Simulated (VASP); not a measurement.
# CdTe (F-43m) in VASP: a series of runs

The runs below take CdTe through relaxation of cell and atoms, with PBEsol.

Program: VASP 6.6.1. These are calculated values, not measurements. Logs are shortened: lines on timing, memory, paths and dates and some standing lists are left out, and cuts for length are marked.

## Step 1: The crystal as given

It takes space group F-43m (No. 216, cubic). The conventional cell has a = 6.410 Å, b = 6.410 Å, c = 6.410 Å, α = 90.00°, β = 90.00°, γ = 90.00°. Around Cd (site symmetry -43m) lie 4 Te at 2.78 Å. Te (site symmetry -43m) is surrounded by 4 Cd at 2.78 Å.

## Step 2: Relaxation of cell and atoms, PBEsol

File INCAR:

```
SYSTEM = CdTe
ALGO     = Normal         ! electronic algorithm
EDIFF    = 1E-6           ! SCF threshold, eV
EDIFFG   = -0.01          ! ionic threshold
ENCUT    = 600            ! plane-wave cutoff, eV
GGA      = PS             ! functional
IBRION   = 2              ! ionic algorithm
ISIF     = 3              ! what is computed and relaxed
ISMEAR   = 0              ! smearing method
LASPH    = .TRUE.         ! aspherical terms in the spheres
LCHARG   = .FALSE.        ! write CHGCAR
LREAL    = .FALSE.        ! projectors in reciprocal space
LWAVE    = .FALSE.        ! write WAVECAR
NELM     = 80             ! most SCF steps
NSW      = 90             ! ionic steps
PREC     = Accurate       ! precision mode
SIGMA    = 0.03           ! smearing width, eV
```

File KPOINTS:

```
k-points
0
G
  8 8 8
  0 0 0
```

File POSCAR:

```
CdTe
1.0
    0.0000000000      3.2050000000      3.2050000000
    3.2050000000      0.0000000000      3.2050000000
    3.2050000000      3.2050000000      0.0000000000
Cd Te
1 1
Direct
    0.0000000000      0.0000000000      0.0000000000
    0.2500000000      0.2500000000      0.2500000000
```

Potentials or basis: VASP PAW PBE potentials, release 64 (Cd, Te).

Command:

```sh
$ cat potpaw_PBE.64/Cd/POTCAR potpaw_PBE.64/Te/POTCAR > POTCAR
$ mpirun -np 1 vasp_std > vasp.out
```

OUTCAR:

```text
SYSTEM = CdTe
   EDIFF = 1E-6
   EDIFFG = -0.01
   ENCUT = 600
   GGA = PS
   IBRION = 2
   ISIF = 3
   ISMEAR = 0
   LASPH = .TRUE.
   LREAL = .FALSE.
   NELM = 80
   NSW = 90
   PREC = Accurate

 ion  position               nearest neighbor table
   1  0.000  0.000  0.000-   2 2.78   2 2.78   2 2.78   2 2.78
   2  0.250  0.250  0.250-   1 2.78   1 2.78   1 2.78   1 2.78

  LATTYP: Found a face centered cubic cell.
 ALAT       =     6.4100000000

  Lattice vectors:

 A1 = (   0.0000000000,   3.2050000000,   3.2050000000)
 A2 = (   3.2050000000,   0.0000000000,   3.2050000000)
 A3 = (   3.2050000000,   3.2050000000,   0.0000000000)

Analysis of symmetry for initial positions (statically):
=====================================================================
 Subroutine PRICEL returns:
 Original cell was already a primitive cell.

 Routine SETGRP: Setting up the symmetry group for a
 face centered cubic supercell.

 Subroutine GETGRP returns: Found 24 space group operations
 (whereof 24 operations were pure point group operations)
 out of a pool of 48 trial point group operations.

The static configuration has the point symmetry T_d .

Analysis of symmetry for dynamics (positions and initial velocities):
=====================================================================
 Subroutine PRICEL returns:
 Original cell was already a primitive cell.

 Routine SETGRP: Setting up the symmetry group for a
 face centered cubic supercell.

 Subroutine GETGRP returns: Found 24 space group operations
 (whereof 24 operations were pure point group operations)
 out of a pool of 48 trial point group operations.

The dynamic configuration has the point symmetry T_d .

 Subroutine INISYM returns: Found 24 space group operations
 (whereof 24 operations are pure point group operations),
 and found     1 'primitive' translations

----------------------------------------------------------------------------------------

                                     Primitive cell

  volume of cell :      65.8437

  direct lattice vectors                    reciprocal lattice vectors
     0.000000000  3.205000000  3.205000000    -0.156006240  0.156006240  0.156006240
     3.205000000  0.000000000  3.205000000     0.156006240 -0.156006240  0.156006240
     3.205000000  3.205000000  0.000000000     0.156006240  0.156006240 -0.156006240

  length of vectors
     4.532554467  4.532554467  4.532554467     0.270210734  0.270210734  0.270210734

  position of ions in fractional coordinates (direct lattice)
     0.000000000  0.000000000  0.000000000
     0.250000000  0.250000000  0.250000000

  ion indices of the primitive-cell ions
   primitive index   ion index
                 1           1
                 2           2

----------------------------------------------------------------------------------------

 KPOINTS: k-points

Automatic generation of k-mesh.
 Grid dimensions read from file:
 generate k-points for:    8    8    8

 Generating k-lattice:

  Cartesian coordinates                     Fractional coordinates (reciprocal lattice)
    -0.019500780  0.019500780  0.019500780     0.125000000  0.000000000  0.000000000
     0.019500780 -0.019500780  0.019500780     0.000000000  0.125000000  0.000000000
     0.019500780  0.019500780 -0.019500780     0.000000000  0.000000000  0.125000000

  Length of vectors
     0.033776342  0.033776342  0.033776342

  Shift w.r.t. Gamma in fractional coordinates (k-lattice)
     0.000000000  0.000000000  0.000000000

 Subroutine IBZKPT returns following result:
 ===========================================

 Found     29 irreducible k-points:

 Following reciprocal coordinates:
            Coordinates               Weight
  0.000000  0.000000  0.000000      1.000000
  0.125000  0.000000  0.000000      8.000000
  0.250000  0.000000  0.000000      8.000000
  0.375000  0.000000  0.000000      8.000000
  0.500000  0.000000  0.000000      4.000000
  0.125000  0.125000  0.000000      6.000000
[... 16 lines left out ...]
  0.500000  0.250000  0.125000     48.000000
 -0.375000  0.250000  0.125000     24.000000
 [... further k-points ...]
   k-points           NKPTS =     29   k-points in BZ     NKDIM =     29   number of bands    NBANDS=     13
   number of dos      NEDOS =    301   number of ions     NIONS =      2
   total plane-waves  NPLWV =  46656
   dimension x,y,z NGX =    36 NGY =   36 NGZ =   36
   dimension x,y,z NGXF=    72 NGYF=   72 NGZF=   72
   ions per type =               1   1
   NGX,Y,Z   is equivalent  to a cutoff of  13.20, 13.20, 13.20 a.u.
   NGXF,Y,Z  is equivalent  to a cutoff of  26.41, 26.41, 26.41 a.u.
 SYSTEM =  CdTe
   PREC   = accura    normal or accurate (medium, high low for compatibility)
   ISTART =      0    job   : 0-new  1-cont  2-samecut
   ICHARG =      2    charge: 1-file 2-atom 10-const
   ISPIN  =      1    spin polarized calculation?
   LNONCOLLINEAR =      F non collinear calculations
   LSORBIT =      F    spin-orbit coupling
   LASPH  =      T    aspherical Exc in radial PAW
   ENCUT  =  600.0 eV  44.10 Ry    6.64 a.u.   9.05  9.05  9.05*2*pi/ulx,y,z
   NELM   =     80;   NELMIN=  2; NELMDL= -5     # of ELM steps
   EDIFF  = 0.1E-05   stopping-criterion for ELM
   LREAL  =      F    real-space projection
   EDIFFG = -.1E-01   stopping-criterion for IOM
   NSW    =     90    number of steps for IOM
   IBRION =      2    ionic relax: 0-MD 1-quasi-New 2-CG
   NFREE  =      1    steps in history (QN), initial steepest desc. (CG)
   ISIF   =      3    stress and relaxation
   ISYM   =      2    0-nonsym 1-usesym 2-fastsym
   POTIM  = 0.5000    time-step for ionic-motion
   TEBEG  =    0.0;   TEEND  =   0.0 temperature during run
   PSTRESS=    0.0 pullay stress
   NELECT =      18.0000    total number of electrons
   NUPDOWN=      -1.0000    fix difference up-down
   EMIN   =  10.00;   EMAX   =-10.00  energy-range for DOS
   EFERMI =   0.00;   METHOD = LEGACY
   ISMEAR =     0;   SIGMA  =   0.03  broadening in eV -4-tet -1-fermi 0-gaus
   EFERMI_NEDOS =   21; number of points for ismear=-14 and -15
   IALGO  =     38    algorithm
   IMIX   =      4    mixing-type and parameters
     AMIX     =   0.40;   BMIX     =  1.00
     AMIX_MAG =   1.60;   BMIX_MAG =  1.00
  volume/ion in A,a.u.               =      32.92       222.17
  Fermi-wavevector in a.u.,A,eV,Ry     =   1.062497  2.007828 15.359610  1.128899
  Thomas-Fermi vector in A             =   2.197950
   LORBIT       =      0    0 simple, 1 ext, 2 COOP (PROOUT), +10 PAW based schemes
   GGA     = PS    functional components
   LHFCALC =     F    Hartree Fock is set to
   AEXX    =    0.0000 exact exchange contribution
   IVDW    =     0    specifies the selected vdW correction
   LEPSILON=     F    determine dielectric tensor
   LRPA    =     F    only Hartree local field effects (RPA)
 conjugate gradient relaxation of ions
 non-spin polarized calculation
 Gauss-broadening in eV      SIGMA  =   0.03
  energy-cutoff  :      600.00
  volume of cell :       65.84
 maximum number of plane-waves:      2216
   NGX = 19   NGY = 19   NGZ = 19

--------------------------------------- Ionic step        1  -------------------------------------------

 number of electron      17.9999995 magnetization

 Free energy of the ion-electron system (eV)
  ---------------------------------------------------
  ext. energy  EPLUGINS =         0.00000000
  ---------------------------------------------------
  free energy    TOTEN  =        -5.47427619 eV

  energy without entropy =       -5.47427619  energy(sigma->0) =       -5.47427619

------------------------ aborting loop because EDIFF is reached ----------------------------------------

  FORCE on cell =-STRESS in cart. coord.  units (eV):
  Direction    XX          YY          ZZ          XY          YZ          ZX
  --------------------------------------------------------------------------------------
  -------------------------------------------------------------------------------------
  Total        0.7455023      0.7455023      0.7455023      0.0000000      0.0000000      0.0000000
  in kB       18.1403410     18.1403410     18.1403410      0.0000000      0.0000000      0.0000000
  external PRESSURE =      18.1403410 kB  Pullay stress =       0.0000000 kB
[... 57 lines left out ...]
  energy  without entropy=       -5.4872113364  energy(sigma->0) =       -5.48721134

--------------------------------------- Ionic step        3  -------------------------------------------

 number of electron      17.9999998 magnetization

 Free energy of the ion-electron system (eV)
  ---------------------------------------------------
  ext. energy  EPLUGINS =         0.00000000
  ---------------------------------------------------
  free energy    TOTEN  =        -5.48882193 eV

  energy without entropy =       -5.48882193  energy(sigma->0) =       -5.48882193

 E-fermi :   2.2768     XC(G=0):  -8.7509

 val. band max:        2.1502891744   @ k =   0.0000   0.0000   0.0000
 cond. band min:       2.7926268156   @ k =   0.0000   0.0000   0.0000
 fundamental gap:      0.6423376412
 Fermi energy:         2.2767844025

 k-point     1 :       0.0000    0.0000    0.0000
  band No.  band energies     occupation
      1      -9.0234      2.00000
      2      -6.0821      2.00000
      3      -6.0821      2.00000
      4      -6.0821      2.00000
      5      -5.8221      2.00000
      6      -5.8221      2.00000
      7       2.1503      2.00000
      8       2.1503      2.00000
      9       2.1503      2.00000
     10       2.7926      0.00000
     11       6.7009      0.00000
     12       6.7009      0.00000
     13       6.7009      0.00000
[... 353 lines left out ...]
 k-point    24 :      -0.3750    0.2500    0.1250
  band No.  band energies     occupation
      1      -8.5629      2.00000
      2      -5.9943      2.00000
      3      -5.9818      2.00000
      4      -5.8380      2.00000
      5      -5.8168      2.00000
      6      -5.3886      2.00000
      7      -2.0966      2.00000
      8       0.0760      2.00000
      9       0.8832      2.00000
     10       5.3125      0.00000
     11       6.6626      0.00000
     12       8.0610      0.00000
     13       9.2338      0.00000

 [... further k-points ...]

------------------------ aborting loop because EDIFF is reached ----------------------------------------

  FORCE on cell =-STRESS in cart. coord.  units (eV):
  Direction    XX          YY          ZZ          XY          YZ          ZX
  --------------------------------------------------------------------------------------
  -------------------------------------------------------------------------------------
  Total       -0.0020652     -0.0020652     -0.0020652      0.0000000      0.0000000      0.0000000
  in kB       -0.0482925     -0.0482925     -0.0482925      0.0000000      0.0000000      0.0000000
  external PRESSURE =      -0.0482925 kB  Pullay stress =       0.0000000 kB
[... 17 lines left out ...]
  FREE ENERGIE OF THE ION-ELECTRON SYSTEM (eV)
  ---------------------------------------------------
  free  energy   TOTEN  =        -5.4888219292 eV

  energy  without entropy=       -5.4888219292  energy(sigma->0) =       -5.48882193

 reached required accuracy - stopping structural energy minimisation
```

It took 26 s on 1 thread of Intel Xeon 6975P-C (Granite Rapids), shared host; peak memory 0.23 GiB.

What came out:

| Item | Value |
| --- | --- |
| Free energy | -5.4888 eV |
| Relaxed volume | 34.26 Å³/atom |
| Relaxed cell | a = 4.593 Å, b = 4.593 Å, c = 4.593 Å, α = 60.00°, β = 60.00°, γ = 60.00° |
| Space group after relaxing (to 0.05 Å) | F-43m (No. 216) |
| Energy gained by relaxing | 7.3 meV/atom |
| Ionic steps | 3 |
| Pressure after relaxing | 0.0 GPa |
| Band gap on the k mesh | 0.64 eV, direct |

Step by step:
```tsv
step	energy change (eV)	largest force (eV/Å)	pressure (GPa)	volume (Å³)
1	0.0000	0.0000	1.81	65.84
2	-0.0129	0.0000	-0.54	69.46
3	-0.0145	0.0000	0.00	68.52
```

Final structure:
```cif
data_structure
_symmetry_space_group_name_H-M 'P 1'
_symmetry_Int_Tables_number 1
_cell_length_a 4.5931
_cell_length_b 4.5931
_cell_length_c 4.5931
_cell_angle_alpha 60.000
_cell_angle_beta 60.000
_cell_angle_gamma 60.000
_cell_volume 68.52
loop_
_atom_site_label
_atom_site_type_symbol
_atom_site_fract_x
_atom_site_fract_y
_atom_site_fract_z
_atom_site_occupancy
Cd1 Cd 0.00000 0.00000 0.00000 1
Te1 Te 0.25000 0.25000 0.25000 1
```

Levels at points of the mesh, in eV from the valence-band top:
```csv
k point,band 6,band 7,band 8,band 9,band 10,band 11,band 12,band 13
"(0.00, 0.00, 0.00)",-7.97,0.00,0.00,0.00,0.64,4.55,4.55,4.55
"(0.50, 0.00, 0.00)",-7.63,-4.44,-0.77,-0.77,1.73,5.13,5.13,6.93
"(0.50, 0.50, 0.00)",-7.50,-4.32,-1.86,-1.86,2.51,2.60,8.69,9.04
```

Caveat: the PAW data sets were made with another functional, which shifts forces and pressure a little; spin-orbit coupling is left out, which moves the levels of the heavy elements. Zero-point motion and thermal expansion aren't in these numbers.

(Continued in part 2 of 3.)
